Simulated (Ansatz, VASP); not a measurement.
# Nb, level by level in two programs

```
Nb
1.0
    -1.62998    1.62998    1.62998
     1.62998   -1.62998    1.62998
     1.62998    1.62998   -1.62998
Nb
1
Direct
  0.00000 0.00000 0.00000
```

Change from the starting cell: volume scaled by 0.94.

Single points on this cell with VASP 6.6.1 and Ansatz 0.2.0. Each row is one pair of runs. Alike in all rows: spin: off; k mesh: 11 × 11 × 11; smearing: fermi-dirac, width 0.05 eV; VASP's potentials, cutoff: VASP PAW PBE potentials, release 64 (Nb_sv), 520 eV.

```tsv
level	Ansatz's potentials, cutoff	gap on the k mesh at the Fermi level (eV), VASP	gap on the k mesh at the Fermi level (eV), Ansatz	pressure (GPa), VASP	pressure (GPa), Ansatz
PBE	Ansatz PAW earlier set, 708 eV	none	none	8.9	9.3
PBE	Ansatz PAW, 420 eV	none	none	8.9	9.3
PBEsol	Ansatz PAW, 420 eV	?	none	?	2.8
```

Fill in what VASP gave in row 3.

gap on the k mesh at the Fermi level (eV): none; pressure (GPa): 2.5.

A gap of «none» marks a metal or a gap that the smearing closes.

Caveats: the PAW data sets were made with another functional, which shifts forces and pressure a little (VASP); the PAW data sets come from PBE, with cores solved anew for the run's functional, which leaves a small shift of forces and pressure (Ansatz).
